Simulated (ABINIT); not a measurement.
Crystal: Si2Ni.

```xyz
3
Lattice="0.0000 2.7030 2.7030 2.7030 0.0000 2.7030 2.7030 2.7030 0.0000" Properties=species:S:1:pos:R:3 pbc="T T T"
Ni    0.0000    0.0000    0.0000
Si    4.0545    4.0545    4.0545
Si    1.3515    1.3515    1.3515
```

Base run:

```yaml
Program: ABINIT 10.8.3 (patched build)
Functional: PBE
Potentials_or_basis: JTH PAW PBE v2.0
Cutoff: 1333 eV
k_mesh: 7 × 7 × 7
Occupations: fermi-dirac, width 0.05 eV
Spin: collinear spin, ferromagnetic start
Starting_moments: "[1.0, 0.0, 0.0] μB"
```

Its results: band gap on the k mesh none (metal or under the smearing width); pressure 3.2 GPa; net moment 0.00 μB per cell.

Problem. After a change of settings the same cell gave: band gap on the k mesh none (metal or under the smearing width); pressure -1.5 GPa; net moment 0.00 μB per cell. Which change was it?
A. functional from PBE to RPBE
B. functional from PBE to PBEsol
C. functional from PBE to BLYP
D. functional from PBE to LDA

Solution. B.

PBEsol binds more tightly than PBE, so the same cell stands under less pressure.

Caveats: small starting moments can end in a higher magnetic state in this program; the PAW data sets were made with another functional, which shifts forces and pressure a little (some runs).
